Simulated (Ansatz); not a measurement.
# MgS (Niningerite) (Fm-3m) in Ansatz: settings compared

Aim: see how the results for MgS (Niningerite) move with the level of theory and the settings. Levels: PBE, LDA, PBEsol, RPBE. Tasks: single point, relaxation of cell and atoms.

Everything below comes from runs of Ansatz 0.2.0. Logs are shortened: lines on timing, memory, paths and dates and some standing lists are left out, and cuts for length are marked.

**1. The crystal as given**

It takes space group Fm-3m (No. 225, cubic). Conventional cell: a = 5.203 Å, b = 5.203 Å, c = 5.203 Å, α = 90.00°, β = 90.00°, γ = 90.00°. S (site symmetry m-3m) has 6 Mg at 2.60 Å as nearest neighbours. Around Mg (site symmetry m-3m) lie 6 S at 2.60 Å.

**2. Single point, PBE**

File input.yaml:

```yaml
crystal:
  lattice:
    - [0.0, 2.60165, 2.60165]
    - [2.60165, 0.0, 2.60165]
    - [2.60165, 2.60165, 0.0]
  atoms:
    - { symbol: S, position: [0.5, 0.5, 0.5] }
    - { symbol: Mg, position: [0.0, 0.0, 0.0] }
hamiltonian:
  xc: pbe
  pseudopotentials: { kind: paw }
kpoints:
  mp_grid: { grid: [9, 9, 9] }
scf:
  occupations: { method: gaussian, width: 0.011 }
output:
  forces: true
  stress: true
  eigenvalues: true
```

Potentials or basis: Ansatz PAW.

Command:

```bash
> ansatz run input.yaml --threads 2 --pin off --max-ram 5632MiB --backend cpu --events-out ev --progress --plain --runs-dir out
```

The log of the run:

```text
Warning: RAYON_NUM_THREADS=2 ignored (pool sized by the plan → 2); use --threads N
Engine: ansatz 0.2.0, x86_64-unknown-linux-gnu
Pseudopotentials: kind: paw
Pseudopotential: S, paw, valence charge 6, recommended cutoff 420 eV (normal), S.paw.azcp
Pseudopotential: Mg, paw, valence charge 10, recommended cutoff 420 eV (normal), Mg.paw.azcp
Functional definition: PBE
  parameter kappa = 0.804
  parameter beta = 0.06672455060314922
  exchange = pbe_x(kappa = kappa, mu = beta*pi^2/3)
  correlation = pbe_c(beta = beta)
Crystal: 2 atoms, lattice volume = 35.219 Å³
Basis set: ecut = 420 eV, 701 PW (Γ), exchange–correlation on 50×50×50 points (8 copies of the dense FFT grid, shifted against one another)
Bands: 12, of which v1, the nominal top of the filled ones, is band 8 counted from 1 (7 counted from 0)
Symmetry: 48 space group operations
Space group: Fm-3m (ITA 225), of the structure as read, at distance tolerance 3.3e-5 Å
k-points: 35 of 729
Non-local potential: S, projectors of the file, l = 0: 2, l = 1: 2, l = 2: 2
Non-local potential: Mg, projectors of the file, l = 0: 3, l = 1: 2, l = 2: 1
PAW form: soft (Blöchl's): semilocal exchange-correlation on the pseudo side does not see the compensation charge
PAW one-centre angular grid: S, 110 points (default); XC on 64 Gauss nodes
PAW one-centre angular grid: Mg, 110 points (default); XC on 64 Gauss nodes
Initial density: superposition of atomic densities (neutral atoms: chi_scale 0, normalization atom), corrected by the library's trained network
Initial wavefunctions: pseudopotential atomic-orbital guess
Functional: x = pbe(κ = 0.804, μ = 0.2195149727645171), c = pbe(β = 0.06672455060314922)
SCF iter   1: F=—  HF=-2828.747036 eV  |F-HF|=—  |Δ(HF+E_count)|=         —  Δρ=4.24e-4  dr2=4.61e-5  ethr=1.77e-3  ⟨swp⟩=7.4  Hψ=2689  notcnv=0
preconditioner: auto → none  [insulator: Δε(μ)=2.912 eV  Ē_g=11.749 eV  σ=0.011 eV  W_gap=1.00  n_scr=8 (ndim 8)  ℏωp=17.7 eV  f_vac=0.000  D(μ)=0.00/eV (n_scr^D=0)  ε∞_Penn≈3.3]
SCF iter   2: F=—  HF=-2828.746959 eV  |F-HF|=—  |Δ(HF+E_count)|=   7.66e-5  Δρ=3.15e-4  dr2=4.56e-5  ethr=2.88e-7  ⟨swp⟩=3.1  Hψ=1171  notcnv=0
SCF iter   3: F=—  HF=-2828.746976 eV  |F-HF|=—  |Δ(HF+E_count)|=   1.70e-5  Δρ=1.40e-4  dr2=6.59e-6  ethr=2.85e-7  ⟨swp⟩=2.0  Hψ=555  notcnv=0
SCF iter   4: F=—  HF=-2828.746979 eV  |F-HF|=—  |Δ(HF+E_count)|=   3.42e-6  Δρ=6.76e-5  dr2=2.23e-6  ethr=4.12e-8  ⟨swp⟩=2.0  Hψ=560  notcnv=0
SCF iter   5: F=—  HF=-2828.746979 eV  |F-HF|=—  |Δ(HF+E_count)|=   5.80e-7  Δρ=3.12e-5  dr2=5.45e-7  ethr=1.40e-8  ⟨swp⟩=1.5  Hψ=476  notcnv=0
SCF iter   6: F=-2828.746979 eV  HF=-2828.746979 eV  |F-HF|=4.11e-8  |Δ(HF+E_count)|=   1.75e-7  Δρ=9.93e-6  dr2=5.59e-8  ethr=6.25e-10  ⟨swp⟩=3.3  Hψ=1458  notcnv=0
SCF 1 converged in 6 iterations: F = -2828.746979 eV  dr2 = 5.59e-8
SCF converged after 6 iterations
Free energy (F): -2828.746979 eV
Harris-Foulkes:  -2828.746979 eV  (|F-HF|=4.11e-8)
Internal energy: -2828.746979 eV  (E = F + TS)
E sigma→0 (E₀):  -2828.746979 eV
Fermi energy:    7.848454 eV
--- Per-component energies (eV) ---
  E_band       = -331.814431
  E_kinetic    = 185.286964
  E_local      = -1665.926349  (includes V_loc(G=0)·N_el)
  E_nonlocal   = 123.411446
  E_hartree    = 593.043180
  E_xc         = -127.745426
  E_vxc        = -127.037045  (∫ρ·V_xc dr)
  E_paw        = -893.076771  (= ΣΔE_a)
  E_vpaw       = -33.635475  (= ΣTr[D̂ρ^β])
  E_aug_tail   = -0.000002  (compensation charges beyond the density's cutoff)
  E_ewald      = -1043.740020
  E_smearing   = -0.000000  (= −TS)
  E_closure    = -0.000000  (closes the sum)
  Σ components = -2828.746979   (vs F -2828.746979, Δ=0.00e0)
--- Forces (eV/Å), atoms counted from 1 ---
  atom   1  S      0.00000000     0.00000000     0.00000000
  atom   2  Mg    -0.00000000     0.00000000    -0.00000000
  max |Σ_I F_I| component: 2.76e-30 eV/Å
--- Stress (GPa, compression-positive) ---
        1.161776       0.000000       0.000000
       -0.000000       1.161776       0.000000
        0.000000      -0.000000       1.161776
  P = ⅓ Tr σ = 1.1618 GPa (11.618 kbar)
--- Band table (eV; the first three rows and the last of 35) ---
  k-point 0: bands = ["-68.3296", "-35.0812", "-35.0812", "-35.0812", "-6.2772", "6.3886", "6.3886", "6.3886", "10.1109", "14.3053", "14.3053", "14.3053"]
  k-point 1: bands = ["-68.3295", "-35.0820", "-35.0813", "-35.0813", "-6.1565", "5.5257", "6.3074", "6.3074", "10.7909", "14.0252", "14.5193", "14.5193"]
  k-point 2: bands = ["-68.3295", "-35.0839", "-35.0816", "-35.0816", "-5.8220", "3.9711", "6.1186", "6.1186", "11.3631", "14.3463", "14.3463", "14.3815"]
  k-point 34: bands = ["-68.3292", "-35.0858", "-35.0850", "-35.0835", "-4.5906", "2.8552", "3.4224", "4.2817", "11.5713", "13.7515", "14.0749", "15.4916"]
```

Wall time 0.45 s (2 threads of Intel Xeon Platinum 8488C (Sapphire Rapids), shared host); peak memory 0.34 GiB.

Results:

- Free energy: -2828.7470 eV
- Pressure: 1.2 GPa
- Band gap on the k mesh: 2.92 eV, indirect (least direct gap 3.72 eV)

Levels at points of the mesh, in eV from the valence-band top:
```csv
k point,band 4,band 5,band 6,band 7,band 8,band 9,band 10,band 11,band 12
"(0.00, 0.00, 0.00)",-41.47,-12.67,0.00,0.00,0.00,3.72,7.92,7.92,7.92
```

Caveat: odd divisions of the mesh miss points on the zone boundary, where band edges often lie, so the gap on the mesh can be too wide. A hybrid or GW would open this gap; PBE tends to underestimate it.

**3. Relaxation of cell and atoms, PBE**

Changes to input.yaml since step 2:

```diff
@@ -14,3 +14,3 @@
 scf:
-  occupations: { method: gaussian, width: 0.011 }
+  occupations: { method: fermi_dirac, width: 0.05 }
 output:
@@ -19 +19,5 @@
   eigenvalues: true
+relax:
+  f_tol: 0.01
+  max_steps: 40
+  cell: { stress_tol: 0.05 }
```

Potentials or basis: Ansatz PAW.

Command:

```bash
> ansatz run input.yaml --threads 2 --pin off --max-ram 5632MiB --backend cpu --events-out ev --progress --plain --runs-dir out
```

The log of the run:

```text
Warning: RAYON_NUM_THREADS=2 ignored (pool sized by the plan → 2); use --threads N
[... 9 set-up lines as earlier in the session ...]
Crystal: 2 atoms, lattice volume = 35.219 Å³
Basis set: ecut = 420 eV, 701 PW (Γ), exchange–correlation on 50×50×50 points (8 copies of the dense FFT grid, shifted against one another)
Bands: 12, of which v1, the nominal top of the filled ones, is band 8 counted from 1 (7 counted from 0)
[... 2 set-up lines as earlier in the session ...]
k-points: 35 of 729
[... 8 set-up lines as earlier in the session ...]
SCF iter   1: F=—  HF=-2828.747093 eV  |F-HF|=—  |Δ(HF+E_count)|=         —  Δρ=4.25e-4  dr2=4.67e-5  ethr=1.77e-3  ⟨swp⟩=6.6  Hψ=2548  notcnv=0
preconditioner: auto → none  [insulator: Δε(μ)=2.912 eV  Ē_g=11.749 eV  σ=0.050 eV  W_gap=1.00  n_scr=8 (ndim 8)  ℏωp=17.7 eV  f_vac=0.000  D(μ)=0.00/eV (n_scr^D=0)  ε∞_Penn≈3.3]
SCF iter   2: F=—  HF=-2828.746959 eV  |F-HF|=—  |Δ(HF+E_count)|=   1.34e-4  Δρ=3.13e-4  dr2=4.48e-5  ethr=2.92e-7  ⟨swp⟩=3.1  Hψ=1089  notcnv=0
SCF iter   3: F=—  HF=-2828.746977 eV  |F-HF|=—  |Δ(HF+E_count)|=   1.83e-5  Δρ=1.47e-4  dr2=7.94e-6  ethr=2.80e-7  ⟨swp⟩=2.0  Hψ=556  notcnv=0
SCF iter   4: F=—  HF=-2828.746980 eV  |F-HF|=—  |Δ(HF+E_count)|=   2.55e-6  Δρ=7.02e-5  dr2=2.42e-6  ethr=4.96e-8  ⟨swp⟩=2.0  Hψ=555  notcnv=0
SCF iter   5: F=—  HF=-2828.746979 eV  |F-HF|=—  |Δ(HF+E_count)|=   6.53e-7  Δρ=3.04e-5  dr2=5.15e-7  ethr=1.51e-8  ⟨swp⟩=1.9  Hψ=523  notcnv=0
SCF iter   6: F=-2828.746979 eV  HF=-2828.746979 eV  |F-HF|=3.02e-8  |Δ(HF+E_count)|=   1.71e-7  Δρ=8.51e-6  dr2=4.11e-8  ethr=6.25e-10  ⟨swp⟩=3.2  Hψ=1468  notcnv=0
SCF 1 converged in 6 iterations: F = -2828.746979 eV  dr2 = 4.11e-8
relax step   1: F+E_penalty+E_count = -2828.74697865 eV  Δ(F+E_penalty+E_count) = +0.000e0 eV  max|allowed force component| = 1.652e-30 eV/Å  Δτ_max = 0.0000 Å  P = +1.162 GPa  Ω = 35.219 Å³  (6 SCF iters, dr2 threshold 1.00e-7 eV, accepted)
Crystal: 2 atoms, lattice volume = 35.672 Å³
Basis set: ecut = 420 eV, 725 PW (Γ), exchange–correlation on 50×50×50 points (8 copies of the dense FFT grid, shifted against one another)
Initial density: handed on by an earlier stage of this run
Initial wavefunctions: those handed on with the density
iter 1 solved again at ethr=3.67e-7 eV; its pass at ethr=3.10e-3 eV (dr2=5.88e-5 eV) is discarded
SCF iter   1: F=—  HF=-2828.748861 eV  |F-HF|=—  |Δ(HF+E_count)|=         —  Δρ=3.47e-4  dr2=5.46e-5  ethr=3.67e-7  ⟨swp⟩=2.0  Hψ=2918  notcnv=0
preconditioner: auto → none  [insulator: Δε(μ)=2.894 eV  Ē_g=11.680 eV  σ=0.050 eV  W_gap=1.00  n_scr=8 (ndim 8)  ℏωp=17.6 eV  f_vac=0.000  D(μ)=0.00/eV (n_scr^D=0)  ε∞_Penn≈3.3]
SCF iter   2: F=—  HF=-2828.748853 eV  |F-HF|=—  |Δ(HF+E_count)|=   8.38e-6  Δρ=1.64e-4  dr2=9.56e-6  ethr=3.41e-7  ⟨swp⟩=2.0  Hψ=700  notcnv=0
SCF iter   3: F=—  HF=-2828.748851 eV  |F-HF|=—  |Δ(HF+E_count)|=   2.01e-6  Δρ=3.06e-5  dr2=3.17e-7  ethr=5.97e-8  ⟨swp⟩=2.1  Hψ=538  notcnv=0
SCF iter   4: F=-2828.748851 eV  HF=-2828.748851 eV  |F-HF|=9.98e-9  |Δ(HF+E_count)|=   1.25e-7  Δρ=8.54e-6  dr2=2.25e-8  ethr=1.25e-9  ⟨swp⟩=5.0  Hψ=1888  notcnv=0
SCF 2 converged in 4 iterations: F = -2828.748851 eV  dr2 = 2.25e-8
relax step   2: F+E_penalty+E_count = -2828.74885105 eV  Δ(F+E_penalty+E_count) = -1.872e-3 eV  max|allowed force component| = 2.395e-30 eV/Å  Δτ_max = 0.0000 Å  P = +0.183 GPa  Ω = 35.672 Å³  energy of the carried Pulay correction = -1.193e-5 eV  (4 SCF iters, dr2 threshold 2.00e-7 eV, accepted)
Crystal: 2 atoms, lattice volume = 35.757 Å³
iter 1 solved again at ethr=1.25e-8 eV; its pass at ethr=3.10e-3 eV (dr2=2.00e-6 eV) is discarded
SCF iter   1: F=—  HF=-2828.748885 eV  |F-HF|=—  |Δ(HF+E_count)|=         —  Δρ=6.45e-5  dr2=1.85e-6  ethr=1.25e-8  ⟨swp⟩=2.0  Hψ=2923  notcnv=0
preconditioner: auto → none  [insulator: Δε(μ)=2.887 eV  Ē_g=11.665 eV  σ=0.050 eV  W_gap=1.00  n_scr=8 (ndim 8)  ℏωp=17.6 eV  f_vac=0.000  D(μ)=0.00/eV (n_scr^D=0)  ε∞_Penn≈3.3]
SCF iter   2: F=—  HF=-2828.748899 eV  |F-HF|=—  |Δ(HF+E_count)|=   1.39e-5  Δρ=3.18e-5  dr2=3.54e-7  ethr=1.15e-8  ⟨swp⟩=2.1  Hψ=702  notcnv=0
SCF iter   3: F=-2828.748899 eV  HF=-2828.748899 eV  |F-HF|=5.19e-9  |Δ(HF+E_count)|=   2.56e-8  Δρ=5.19e-6  dr2=6.69e-9  ethr=5.22e-10  ⟨swp⟩=5.1  Hψ=1908  notcnv=0
SCF 3 converged in 3 iterations: F = -2828.748899 eV  dr2 = 6.69e-9
relax step   3: F+E_penalty+E_count = -2828.74889886 eV  Δ(F+E_penalty+E_count) = -4.781e-5 eV  max|allowed force component| = 2.925e-30 eV/Å  Δτ_max = 0.0000 Å  P = +0.004 GPa  Ω = 35.757 Å³  energy of the carried Pulay correction = -1.418e-5 eV  (3 SCF iters, dr2 threshold 8.36e-8 eV, accepted)
Initial wavefunctions: pseudopotential atomic-orbital guess (no wavefunctions were taken with the density)
iter 1 solved again at ethr=8.35e-6 eV; its pass at ethr=3.10e-3 eV (dr2=1.34e-3 eV) is discarded
SCF iter   1: F=—  HF=-2828.748897 eV  |F-HF|=—  |Δ(HF+E_count)|=         —  Δρ=2.02e-5  dr2=1.30e-8  ethr=8.35e-6  ⟨swp⟩=2.0  Hψ=3303  notcnv=0
eigensolver tolerance schedule: the retry pair's looser diagonalisation over-reported the residual by 103101.07 of it (diagonalisation noise at an unbounded share of the residual, at the tolerance the schedule requests for it); recorded, not acted on — ethr = c·dr2/N_el stays at c = 1.0e-1
preconditioner: auto → none  [insulator: Δε(μ)=2.886 eV  Ē_g=11.665 eV  σ=0.050 eV  W_gap=1.00  n_scr=8 (ndim 8)  ℏωp=17.6 eV  f_vac=0.000  D(μ)=0.00/eV (n_scr^D=0)  ε∞_Penn≈3.3]
SCF iter   2: F=—  HF=-2828.748912 eV  |F-HF|=—  |Δ(HF+E_count)|=   1.53e-5  Δρ=1.04e-5  dr2=6.49e-9  ethr=8.10e-11  ⟨swp⟩=3.9  Hψ=998  notcnv=0
SCF iter   3: F=—  HF=-2828.748912 eV  |F-HF|=—  |Δ(HF+E_count)|=   2.74e-7  Δρ=5.28e-6  dr2=7.51e-10  ethr=4.06e-11  ⟨swp⟩=2.0  Hψ=541  notcnv=0
SCF iter   4: F=—  HF=-2828.748912 eV  |F-HF|=—  |Δ(HF+E_count)|=   9.58e-8  Δρ=1.23e-6  dr2=6.29e-11  ethr=4.69e-12  ⟨swp⟩=2.1  Hψ=548  notcnv=0
SCF iter   5: F=-2828.748912 eV  HF=-2828.748912 eV  |F-HF|=5.00e-12  |Δ(HF+E_count)|=   5.15e-9  Δρ=2.05e-7  dr2=1.49e-11  ethr=1.00e-12  ⟨swp⟩=5.3  Hψ=1559  notcnv=0
SCF 4 converged in 5 iterations: F = -2828.748912 eV  dr2 = 1.49e-11
relax step   4: F+E_penalty+E_count = -2828.74891226 eV  Δ(F+E_penalty+E_count) = -1.340e-5 eV  max|allowed force component| = 1.964e-30 eV/Å  Δτ_max = 0.0000 Å  P = +0.004 GPa  Ω = 35.757 Å³  stress off target by 4.00e-3 GPa  SCF on the basis re-selected at this cell (its energy is not comparable with the rows above)  (5 SCF iters)
basis re-selected at this cell: Δ(F+E_penalty+E_count) = -1.340e-5 eV, ΔP = -0.000 GPa vs the last step (what re-selecting the basis moved, of the pressure what is left beyond the Pulay correction that the steps carried, after the strain that the cell walked since its last selection, with what the two solves' SCF thresholds leave and, on support functions, any second-order correction that the steps lacked; it is no measure of the basis error at this ecutwfc). This SCF's stress stands 4.00e-3 GPa from its target on what of the cell is left free (relax.cell.stress_tol is 5.00e-2 GPa) and its largest allowed force component is 1.96e-30 eV/Å (relax.f_tol is 1.00e-2 eV/Å): within both
SCF converged after 5 iterations
Free energy (F): -2828.748912 eV
Harris-Foulkes:  -2828.748912 eV  (|F-HF|=5.00e-12)
Internal energy: -2828.748912 eV  (E = F + TS)
E sigma→0 (E₀):  -2828.748912 eV
Fermi energy:    7.668464 eV
--- Per-component energies (eV) ---
  E_band       = -334.524889
  E_kinetic    = 184.898531
  E_local      = -1673.480592  (includes V_loc(G=0)·N_el)
  E_nonlocal   = 123.390508
  E_hartree    = 595.609793
  E_xc         = -127.571435
  E_vxc        = -126.804197  (∫ρ·V_xc dr)
  E_paw        = -893.120844  (= ΣΔE_a)
  E_vpaw       = -33.748792  (= ΣTr[D̂ρ^β])
  E_aug_tail   = -0.000001  (compensation charges beyond the density's cutoff)
  E_ewald      = -1038.474872
  E_smearing   = -0.000000  (= −TS)
  E_closure    = -0.000000  (closes the sum)
  Σ components = -2828.748912   (vs F -2828.748912, Δ=0.00e0)
--- Forces (eV/Å), atoms counted from 1 ---
  atom   1  S      0.00000000     0.00000000     0.00000000
  atom   2  Mg    -0.00000000    -0.00000000     0.00000000
  max |Σ_I F_I| component: 3.43e-30 eV/Å
--- Stress (GPa, compression-positive) ---
        0.003997      -0.000000      -0.000000
       -0.000000       0.003997       0.000000
       -0.000000      -0.000000       0.003997
  P = ⅓ Tr σ = 0.0040 GPa (0.040 kbar)
--- Band table (eV; the first three rows and the last of 35) ---
  k-point 0: bands = ["-68.5371", "-35.2887", "-35.2887", "-35.2887", "-6.3657", "6.2148", "6.2148", "6.2148", "9.8187", "14.1405", "14.1405", "14.1405"]
  k-point 1: bands = ["-68.5371", "-35.2894", "-35.2888", "-35.2888", "-6.2480", "5.3593", "6.1362", "6.1362", "10.5030", "13.8516", "14.3488", "14.3488"]
  k-point 2: bands = ["-68.5370", "-35.2912", "-35.2891", "-35.2891", "-5.9222", "3.8276", "5.9530", "5.9530", "11.1182", "14.1447", "14.1578", "14.1578"]
  k-point 34: bands = ["-68.5367", "-35.2930", "-35.2922", "-35.2909", "-4.7299", "2.7474", "3.3087", "4.1476", "11.3409", "13.5655", "13.8543", "15.2626"]
--- Relaxed structure (3 steps of the walk, 3 accepted, 1 SCFs on fresh bases) ---
  F+E_penalty+E_count = -2828.74891226 eV   max|allowed force component| = 1.964e-30 eV/Å   (the final SCF, on the basis selected at the relaxed cell)
  cell:  # Å, volume = 35.7574 Å³
    - [-3.719621584013781e-33, 2.614840567061435, 2.614840567061435]
    - [2.614840567061435, -3.872493196598569e-33, 2.614840567061435]
    - [2.614840567061435, 2.614840567061435, -2.3438815867298917e-33]
  atoms:
    - { symbol: S, position: [0.5, 0.5, 0.5] }
    - { symbol: Mg, position: [3.373637686173928e-37, 3.855585926991106e-37, -1.8314033153370268e-36] }
```

It took 1.7 s on 2 threads of Intel Xeon Platinum 8488C (Sapphire Rapids), shared host; peak memory 0.35 GiB.

Results:

- Free energy: -2828.7489 eV
- Relaxed volume: 17.88 Å³/atom
- Relaxed cell: a = 3.698 Å, b = 3.698 Å, c = 3.698 Å, α = 60.00°, β = 60.00°, γ = 60.00°
- Space group after relaxing (to 0.05 Å): Fm-3m (No. 225)
- Energy gained by relaxing: 1.0 meV/atom
- Ionic steps: 4
- Pressure after relaxing: 0.0 GPa
- Band gap on the k mesh: 2.89 eV, indirect (least direct gap 3.60 eV)

Step by step:
| step | energy change (eV) | largest force (eV/Å) | volume (Å³) |
| --- | --- | --- | --- |
| 1 | 0.0000 | 0.0000 | 35.22 |
| 2 | -0.0019 | 0.0000 | 35.67 |
| 3 | -0.0019 | 0.0000 | 35.76 |
| 4 | -0.0019 | 0.0000 | 35.76 |

Final structure:
```
S Mg
1.0
     0.00000    2.61484    2.61484
     2.61484    0.00000    2.61484
     2.61484    2.61484    0.00000
S Mg
1 1
Cartesian
  2.6148 2.6148 2.6148
  0.0000 0.0000 0.0000
```

Levels at points of the mesh, in eV from the valence-band top:
```
           k point  band 5  band 6  band 7  band 8  band 9  band 10  band 11  band 12
(0.00, 0.00, 0.00)  -12.58    0.00    0.00    0.00    3.60     7.93     7.93     7.93
```

Caveat: odd divisions of the mesh miss points on the zone boundary, where band edges often lie, so the gap on the mesh can be too wide; the plane-wave basis is chosen anew once the cell has moved, so the energies of steps on either side of that aren't comparable. A k mesh can miss the band edges.

[end of part 1 of 2]
